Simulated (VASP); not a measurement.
# SrO: Born charges and dielectric tensor with RPBE

Crystal: SrO.

```
Sr O
1.0
     0.00000    2.63288    2.63288
     2.63288    0.00000    2.63288
     2.63288    2.63288    0.00000
Sr O
1 1
Cartesian
  0.0000 0.0000 0.0000
  2.6329 2.6329 2.6329
```

```json
{
 "Program": "VASP 6.6.1",
 "Task": "Born charges and dielectric tensor",
 "Functional": "RPBE",
 "Potentials or basis": "VASP PAW PBE potentials, release 64 (Sr_sv, O)",
 "Cutoff": "600 eV",
 "k mesh": "8 × 8 × 8",
 "Occupations": "gaussian, width 0.02 eV",
 "Spin": "no spin polarisation",
 "Further INCAR settings": "ALGO = Normal; EDIFF = 1e-08; IBRION = 8; NSW = 1"
}
```

The band gap on the k mesh is 3.41 eV, indirect (least direct gap 3.54 eV). The electronic dielectric tensor (diagonal) is 3.75 and the born charges (mean of the diagonal) is Sr +2.43; O -2.43 e. The highest phonon frequency at Γ, LO-TO splitting left out is 176 cm⁻¹.

Levels at points of the mesh, in eV from the valence-band top:
```tsv
k point	band 6	band 7	band 8	band 9	band 10	band 11
(0.00, 0.00, 0.00)	0.00	0.00	0.00	3.67	6.11	6.11
(0.50, 0.00, 0.00)	-1.99	-1.00	-1.00	6.33	8.05	8.46
(0.50, 0.50, 0.00)	-0.53	-0.13	-0.13	3.41	7.33	9.67
```

Phonon frequencies in cm⁻¹ (negative: imaginary):
```csv
q point,frequencies
"(0.000, 0.000, 0.000)",0 0 0 176 176 176
```

Electronic dielectric tensor:
```
3.75 0.00 0.00
0.00 3.75 0.00
0.00 0.00 3.75
```

Born effective charge tensors (e):
atom 1, Sr
```
2.43 0.00 0.00
0.00 2.43 0.00
0.00 0.00 2.43
```
atom 2, O
```
-2.43  0.00  0.00
 0.00 -2.43  0.00
 0.00  0.00 -2.43
```

Wall time 5.4 min on 1 thread of Intel(R) Xeon(R) Platinum 8488C (Sapphire Rapids) (shared host), peak memory 0.25 GiB.

 A k mesh can miss the band edges.
